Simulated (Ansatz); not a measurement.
**GaP: stress in a strained cell**

Aim: deform GaP (zz strain of -2 %) and compute stress, forces and field gradients with LAPW, PAW and all-electron datasets made for the crystal.

Program: Ansatz 0.2.0. Level of theory: DFT PBEsol, scalar-relativistic. These are calculated values, not measurements.

**1. The starting structure**

It takes space group F-43m (No. 216, cubic). The conventional cell has a = 5.451 Å, b = 5.451 Å, c = 5.451 Å, α = 90.00°, β = 90.00°, γ = 90.00°. Ga (site symmetry -43m) is surrounded by 4 P at 2.36 Å. P (site symmetry -43m) has 4 Ga at 2.36 Å as nearest neighbours.

Coordinates:

```xyz
2
Lattice="0.0000 2.7252 2.7253 2.7252 0.0000 2.7253 2.7252 2.7252 0.0000" Properties=species:S:1:pos:R:3 pbc="T T T"
Ga    0.0000    0.0000    0.0000
P     4.0879    4.0879    4.0879
```

Atoms are numbered in the order of the input: Ga1, P2.

**2. After the deformation**

Space group F-43m before, I-4m2 after.

**3. LAPW, all electrons**

input.yaml

```yaml
crystal:
  lattice:
    - [0.0, 2.72525, 2.670745]
    - [2.72525, 0.0, 2.670745]
    - [2.72525, 2.72525, 0.0]
  atoms:
    - { symbol: Ga, position: [0.0, 0.0, 0.0] }
    - { symbol: P, position: [0.75, 0.75, 0.75] }
kpoints:
  mp_grid: { grid: [12, 12, 12] }
  band_path:
    path:
      - [0.0, 0.0, 0.0]
      - [0.0, 0.5, 0.5]
      - [0.25, 0.75, 0.5]
      - [0.0, 0.5, 0.0]
      - [0.0, 0.0, 0.0]
      - [0.5, 0.5, 0.0]
      - [0.3801541025, 0.6198458975, 0.0]
      - [-0.3801541025, 0.3801541025, 0.0]
      - [0.0, 0.0, 0.0]
    npoints: 5
scf:
  occupations: { method: fermi_dirac, width: 0.08 }
hamiltonian:
  xc: pbesol
  pseudopotentials: { kind: all_electron, lapw: { basis_error: 0.0005 } }
output:
  forces: true
  stress: true
  eigenvalues: true
```

Started as:

```sh
> ansatz run input.yaml --threads 1 --pin off --max-ram 3072MiB --backend cpu --events-out ev --progress --plain --runs-dir out
```

**4. Frozen-core PAW**

input.yaml

```yaml
crystal:
  lattice:
    - [0.0, 2.72525, 2.670745]
    - [2.72525, 0.0, 2.670745]
    - [2.72525, 2.72525, 0.0]
  atoms:
    - { symbol: Ga, position: [0.0, 0.0, 0.0] }
    - { symbol: P, position: [0.75, 0.75, 0.75] }
kpoints:
  mp_grid: { grid: [12, 12, 12] }
scf:
  occupations: { method: fermi_dirac, width: 0.08 }
hamiltonian:
  xc: pbesol
  pseudopotentials: { kind: paw }
output:
  forces: true
  stress: true
  eigenvalues: true
  efg: { contact_densities: true }
```

**5. Datasets made for this crystal**

Changes to input.yaml since step 4:

```diff
@@ -14,3 +14,3 @@
   xc: pbesol
-  pseudopotentials: { kind: paw }
+  pseudopotentials: { kind: all_electron, datasets: crystal }
 output:
```

(Steps that only read results are left out.)

**Question.** What will these runs give? Wanted: pressure; largest shear or deviatoric stress.

The runs gave:

| quantity | value |
| --- | --- |
| pressure | LAPW 1.17, PAW 1.18, crystal datasets 1.16 GPa |
| largest shear or deviatoric stress (LAPW) | 0.97 GPa |

In words: The largest part of the stress beyond the pressure is 0.97 GPa in size, in the zz component; the atoms are carried along and not relaxed. No run of the undeformed cell stands beside it, so the pressure holds what the given cell had before the change. PAW: stress within 0.02 GPa of LAPW. Crystal datasets: stress within 0.01 GPa of LAPW.
